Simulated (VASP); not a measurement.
# C in VASP: further runs

One slab, C, is run at these levels: LDA; tasks: single point.

Program: VASP 6.6.1. These are calculated values, not measurements. Logs are shortened: lines on timing, memory, paths and dates and some standing lists are left out, and cuts for length are marked.

**1. The slab as given**

The cell holds a slab with vacuum, 2 atoms: a = 2.593 Å, b = 2.593 Å, c = 7.649 Å, α = 90.00°, β = 90.00°, γ = 120.00°.

The slab is cut from a database's or a generator's crystal, which needn't be the stable form of the element.

**2. Single point, LDA**

File INCAR:

```
  ALGO = Fast
  EDIFF = 1E-7
  ENCUT = 520
  ISIF = 2
  ISMEAR = 0
  LASPH = True
  LCHARG = False
  LREAL = False
  LWAVE = False
  NBANDS = 11
  NELM = 100
  PREC = Accurate
  SIGMA = 0.15
```

File KPOINTS:

```
k-points
0
Gamma
  24 24 6
```

File POSCAR:

```
C
1.0
    2.5928982582      0.0000000000      0.0000000000
   -1.2964491291      2.2455157610      0.0000000000
    0.0000000000      0.0000000000      7.6485546243
C
2
Direct
    0.3333333333      0.6666666667      0.0000000000
    0.6666666667      0.3333333333      0.0000000000
```

Potentials or basis: VASP PAW LDA potentials, release 64 (C).

The run is started by

```console
$ cat potpaw_LDA.64/C/POTCAR > POTCAR
$ mpirun -np 1 vasp_std > vasp.out
```

OUTCAR:

```text
EDIFF = 1E-7
   ENCUT = 520
   ISIF = 2
   ISMEAR = 0
   LASPH = True
   LREAL = False
   NELM = 100
   PREC = Accurate

 ion  position               nearest neighbor table
   1  0.333  0.667  0.000-   2 1.50   2 1.50   2 1.50
   2  0.667  0.333  0.000-   1 1.50   1 1.50   1 1.50

  LATTYP: Found a hexagonal cell.
 ALAT       =     2.5928982582
 C/A-ratio  =     2.9498090024

  Lattice vectors:

 A1 = (   2.5928982582,   0.0000000000,   0.0000000000)
 A2 = (  -1.2964491291,   2.2455157610,   0.0000000000)
 A3 = (   0.0000000000,   0.0000000000,   7.6485546243)

Analysis of symmetry for initial positions (statically):
=====================================================================
 Subroutine PRICEL returns:
 Original cell was already a primitive cell.

 Routine SETGRP: Setting up the symmetry group for a
 hexagonal supercell.

 Subroutine GETGRP returns: Found 24 space group operations
 (whereof 24 operations were pure point group operations)
 out of a pool of 24 trial point group operations.

The static configuration has the point symmetry D_6h.

Analysis of symmetry for dynamics (positions and initial velocities):
=====================================================================
 Subroutine PRICEL returns:
 Original cell was already a primitive cell.

 Routine SETGRP: Setting up the symmetry group for a
 hexagonal supercell.

 Subroutine GETGRP returns: Found 24 space group operations
 (whereof 24 operations were pure point group operations)
 out of a pool of 24 trial point group operations.

The dynamic configuration has the point symmetry D_6h.

 Subroutine INISYM returns: Found 24 space group operations
 (whereof 24 operations are pure point group operations),
 and found     1 'primitive' translations

----------------------------------------------------------------------------------------

                                     Primitive cell

  volume of cell :      44.5329

  direct lattice vectors                    reciprocal lattice vectors
     2.592898258  0.000000000  0.000000000     0.385668816  0.222665994  0.000000000
    -1.296449129  2.245515761  0.000000000     0.000000000  0.445331989  0.000000000
     0.000000000  0.000000000  7.648554624     0.000000000  0.000000000  0.130743657

  length of vectors
     2.592898258  2.592898258  7.648554624     0.445331989  0.445331989  0.130743657

  position of ions in fractional coordinates (direct lattice)
     0.333333333  0.666666667  0.000000000
     0.666666667  0.333333333  0.000000000

  ion indices of the primitive-cell ions
   primitive index   ion index
                 1           1
                 2           2

----------------------------------------------------------------------------------------

 KPOINTS: k-points

Automatic generation of k-mesh.
 Grid dimensions read from file:
 generate k-points for:   24   24    6

 Generating k-lattice:

  Cartesian coordinates                     Fractional coordinates (reciprocal lattice)
     0.016069534  0.009277750  0.000000000     0.041666667  0.000000000  0.000000000
     0.000000000  0.018555500  0.000000000     0.000000000  0.041666667  0.000000000
     0.000000000  0.000000000  0.021790609     0.000000000  0.000000000  0.166666667

  Length of vectors
     0.018555500  0.018555500  0.021790609

  Shift w.r.t. Gamma in fractional coordinates (k-lattice)
     0.000000000  0.000000000  0.000000000

 Subroutine IBZKPT returns following result:
 ===========================================

 Found    244 irreducible k-points:

 Following reciprocal coordinates:
            Coordinates               Weight
  0.000000  0.000000  0.000000      1.000000
  0.041667  0.000000  0.000000      6.000000
  0.083333 -0.000000  0.000000      6.000000
  0.125000 -0.000000  0.000000      6.000000
  0.166667 -0.000000  0.000000      6.000000
  0.208333 -0.000000  0.000000      6.000000
[... 16 lines left out ...]
  0.416667  0.041667  0.000000     12.000000
  0.458333  0.041667  0.000000     12.000000
 [... further k-points ...]
   k-points           NKPTS =    244   k-points in BZ     NKDIM =    244   number of bands    NBANDS=     11
   number of dos      NEDOS =    301   number of ions     NIONS =      2
   total plane-waves  NPLWV =  24000
   dimension x,y,z NGX =    20 NGY =   20 NGZ =   60
   dimension x,y,z NGXF=    40 NGYF=   40 NGZF=  120
   ions per type =               2
   NGX,Y,Z   is equivalent  to a cutoff of  12.82, 12.82, 13.04 a.u.
   NGXF,Y,Z  is equivalent  to a cutoff of  25.65, 25.65, 26.08 a.u.
 SYSTEM =  unknown system
   PREC   = accura    normal or accurate (medium, high low for compatibility)
   ISTART =      0    job   : 0-new  1-cont  2-samecut
   ICHARG =      2    charge: 1-file 2-atom 10-const
   ISPIN  =      1    spin polarized calculation?
   LNONCOLLINEAR =      F non collinear calculations
   LSORBIT =      F    spin-orbit coupling
   LASPH  =      T    aspherical Exc in radial PAW
   ENCUT  =  520.0 eV  38.22 Ry    6.18 a.u.   4.82  4.82 14.22*2*pi/ulx,y,z
   NELM   =    100;   NELMIN=  2; NELMDL= -5     # of ELM steps
   EDIFF  = 0.1E-06   stopping-criterion for ELM
   LREAL  =      F    real-space projection
   EDIFFG = 0.1E-05   stopping-criterion for IOM
   NSW    =      0    number of steps for IOM
   IBRION =     -1    ionic relax: 0-MD 1-quasi-New 2-CG
   NFREE  =      0    steps in history (QN), initial steepest desc. (CG)
   ISIF   =      2    stress and relaxation
   ISYM   =      2    0-nonsym 1-usesym 2-fastsym
   POTIM  = 0.5000    time-step for ionic-motion
   TEBEG  =    0.0;   TEEND  =   0.0 temperature during run
   PSTRESS=    0.0 pullay stress
   NELECT =       8.0000    total number of electrons
   NUPDOWN=      -1.0000    fix difference up-down
   EMIN   =  10.00;   EMAX   =-10.00  energy-range for DOS
   EFERMI =   0.00;   METHOD = LEGACY
   ISMEAR =     0;   SIGMA  =   0.15  broadening in eV -4-tet -1-fermi 0-gaus
   EFERMI_NEDOS =   21; number of points for ismear=-14 and -15
   IALGO  =     68    algorithm
   IMIX   =      4    mixing-type and parameters
     AMIX     =   0.40;   BMIX     =  1.00
     AMIX_MAG =   1.60;   BMIX_MAG =  1.00
  volume/ion in A,a.u.               =      22.27       150.26
  Fermi-wavevector in a.u.,A,eV,Ry     =   0.923729  1.745594 11.609511  0.853275
  Thomas-Fermi vector in A             =   2.049397
   LORBIT       =      0    0 simple, 1 ext, 2 COOP (PROOUT), +10 PAW based schemes
   GGA     = CA    functional components
   LHFCALC =     F    Hartree Fock is set to
   AEXX    =    0.0000 exact exchange contribution
   IVDW    =     0    specifies the selected vdW correction
   LEPSILON=     F    determine dielectric tensor
   LRPA    =     F    only Hartree local field effects (RPA)
 non-spin polarized calculation
 RMM-DIIS sequential band-by-band and
 Gauss-broadening in eV      SIGMA  =   0.15
  energy-cutoff  :      520.00
  volume of cell :       44.53
 maximum number of plane-waves:      1223
 NGX is ok and might be reduce to    20

 number of electron       8.0000000 magnetization

 Free energy of the ion-electron system (eV)
  ---------------------------------------------------
  ext. energy  EPLUGINS =         0.00000000
  ---------------------------------------------------
  free energy    TOTEN  =       -19.74929030 eV

  energy without entropy =      -19.74870260  energy(sigma->0) =      -19.74899645

 E-fermi :  -1.1372     XC(G=0):  -5.5267

 val. band max:       -1.1373403551   @ k =   0.3333   0.3333   0.3333
 cond. band min:      -1.1370997468   @ k =   0.3333   0.3333   0.1667
 fundamental gap:      0.0002406083
 Fermi energy:        -1.1372224923

 k-point     1 :       0.0000    0.0000    0.0000
  band No.  band energies     occupation
      1     -19.2709      2.00000
      2      -7.8131      2.00000
      3      -4.1986      2.00000
      4      -4.1986      2.00000
      5       2.3392      0.00000
      6       5.3917      0.00000
      7       6.1757      0.00000
      8       6.1757      0.00000
      9       7.4902      0.00000
     10       8.4302      0.00000
     11       8.4899      0.00000

 k-point     2 :       0.0417    0.0000    0.0000
  band No.  band energies     occupation
      1     -19.2336      2.00000
      2      -7.7697      2.00000
      3      -4.3558      2.00000
      4      -4.2744      2.00000
      5       2.3895      0.00000
      6       5.4391      0.00000
      7       6.1911      0.00000
      8       6.3281      0.00000
      9       7.5400      0.00000
     10       8.3773      0.00000
     11       8.5105      0.00000

 k-point     3 :       0.0833   -0.0000    0.0000
  band No.  band energies     occupation
      1     -19.1219      2.00000
      2      -7.6397      2.00000
      3      -4.8021      2.00000
      4      -4.4867      2.00000
      5       2.5404      0.00000
      6       5.5808      0.00000
      7       6.2002      0.00000
      8       6.7689      0.00000
      9       7.6883      0.00000
     10       8.0460      0.00000
     11       8.7725      0.00000

 k-point     4 :       0.1250   -0.0000    0.0000
  band No.  band energies     occupation
      1     -18.9360      2.00000
      2      -7.4240      2.00000
      3      -5.4761      2.00000
      4      -4.7987      2.00000
      5       2.7919      0.00000
      6       5.8153      0.00000
      7       6.1439      0.00000
      8       7.4574      0.00000
      9       7.5215      0.00000
     10       7.9330      0.00000
     11       9.2383      0.00000
[... 239 lines left out ...]
 k-point    22 :       0.3750    0.0417    0.0000
  band No.  band energies     occupation
      1     -15.9856      2.00000
      2     -11.6439      2.00000
      3      -7.0278      2.00000
      4      -4.2052      2.00000
      5       1.7459      0.00000
      6       5.1926      0.00000
      7       6.8915      0.00000
      8       9.4943      0.00000
      9      11.7958      0.00000
     10      12.2036      0.00000
     11      14.2752      0.00000

 k-point    23 :       0.4167    0.0417    0.0000
  band No.  band energies     occupation
      1     -15.3270      2.00000
      2     -12.5191      2.00000
      3      -7.1700      2.00000
      4      -3.6237      2.00000
      5       0.9677      0.00000
      6       5.1032      0.00000
      7       7.8739      0.00000
      8      10.2666      0.00000
      9      11.2196      0.00000
     10      12.6905      0.00000
     11      14.7200      0.00000

 k-point    24 :       0.4583    0.0417    0.0000
  band No.  band energies     occupation
      1     -14.7411      2.00000
      2     -13.2147      2.00000
      3      -7.2418      2.00000
      4      -3.2325      2.00000
      5       0.4756      0.00000
      6       5.0576      0.00000
      7       8.9387      0.00000
      8      10.0759      0.00000
      9      10.9201      0.00000
     10      12.5547      0.00000
     11      13.5847      0.00000

 [... further k-points ...]
[... 5 lines left out ...]
  --------------------------------------------------------------------------------------
  -------------------------------------------------------------------------------------
  Total       -7.0746454     -7.0746454     -0.0121903      0.0000000      0.0000000      0.0000000
  in kB     -254.5272600   -254.5272600     -0.4385753      0.0000000      0.0000000      0.0000000
  external PRESSURE =    -169.8310318 kB  Pullay stress =       0.0000000 kB

 VOLUME and BASIS-vectors are now :
 -----------------------------------------------------------------------------
  energy-cutoff  :      520.00
  volume of cell :       44.53
      direct lattice vectors                 reciprocal lattice vectors
     2.592898258  0.000000000  0.000000000     0.385668816  0.222665994  0.000000000
    -1.296449129  2.245515761  0.000000000     0.000000000  0.445331989  0.000000000
     0.000000000  0.000000000  7.648554624     0.000000000  0.000000000  0.130743657

 POSITION                                       TOTAL-FORCE (eV/Angst)
 -----------------------------------------------------------------------------------
     -0.00000      1.49701      0.00000        -0.000000      0.000000      0.000000
      1.29645      0.74851      0.00000         0.000000     -0.000000     -0.000000
 -----------------------------------------------------------------------------------
    total drift:                                0.000000     -0.000000     -0.000000

  FREE ENERGIE OF THE ION-ELECTRON SYSTEM (eV)
  ---------------------------------------------------
  free  energy   TOTEN  =       -19.7492902969 eV

  energy  without entropy=      -19.7487025992  energy(sigma->0) =      -19.74899645
```

It took 53 s on 1 thread of Intel Xeon 6975P-C (Granite Rapids), shared host; peak memory 0.2 GiB.

Results:

| Item | Value |
| --- | --- |
| Free energy | -19.7493 eV |
| Band gap on the k mesh | none (metal or under the smearing width) |

Levels at points of the mesh, in eV from the Fermi level:
| k point | band 1 | band 2 | band 3 | band 4 | band 5 | band 6 | band 7 | band 8 | band 9 |
| --- | --- | --- | --- | --- | --- | --- | --- | --- | --- |
| (0.00, 0.00, 0.00) | -18.13 | -6.68 | -3.06 | -3.06 | 3.48 | 6.53 | 7.31 | 7.31 | 8.63 |
| (0.50, 0.00, 0.00) | -13.51 | -12.23 | -5.99 | -2.07 | 1.55 | 6.02 | 10.55 | 10.66 | 12.25 |
| (0.00, 0.00, 0.50) | -18.13 | -6.68 | -3.06 | -3.06 | 4.46 | 4.51 | 7.31 | 7.31 | 9.57 |
| (0.50, 0.00, 0.50) | -13.51 | -12.23 | -5.99 | -2.07 | 1.55 | 6.02 | 11.27 | 11.31 | 11.45 |

**3. Single point, LDA**

This run uses another cell than the first one, of the same volume but with other edges.

File INCAR:

```
ALGO = Normal
EDIFF = 1E-7
ENCUT = 520
GGA = CA
ISIF = 2
ISMEAR = 0
LASPH = True
LCHARG = True
LELF = True
LREAL = False
LVHAR = True
LWAVE = False
NBANDS = 11
NELM = 100
PREC = Accurate
SIGMA = 0.15
```

KPOINTS is that of step 2.

File POSCAR:

```
C
1.0
    2.3793640170      0.0000000000      0.0000000000
   -1.1896820085      2.0605896836      0.0000000000
    0.0000000000      0.0000000000      9.0829839262
C
2
Direct
    0.3333333333      0.6666666667      0.0000000000
    0.6666666667      0.3333333333      0.0000000000
```

Potentials or basis: VASP PAW LDA potentials, release 64 (C).

The run is started by

```console
$ cat potpaw_LDA.64/C/POTCAR > POTCAR
$ mpirun -np 1 vasp_std > vasp.out
```

Wall time 52 s (1 thread of Intel Xeon 6975P-C (Granite Rapids), shared host); peak memory 0.2 GiB.

The run converged. Its results:

```yaml
Free_energy: -20.0598 eV
Band_gap_on_the_k_mesh: none (metal or under the smearing width)
```

Levels at points of the mesh, in eV from the Fermi level:
```tsv
k point	band 1	band 2	band 3	band 4	band 5	band 6	band 7	band 8
(0.00, 0.00, 0.00)	-20.17	-8.39	-2.98	-2.98	2.89	4.93	6.32	8.99
(0.50, 0.00, 0.00)	-14.39	-13.86	-6.70	-2.57	1.67	8.54	11.34	11.42
(0.00, 0.00, 0.50)	-20.17	-8.39	-2.98	-2.98	3.32	3.81	8.03	8.99
(0.50, 0.00, 0.50)	-14.39	-13.86	-6.70	-2.57	1.67	8.54	11.63	11.72
```
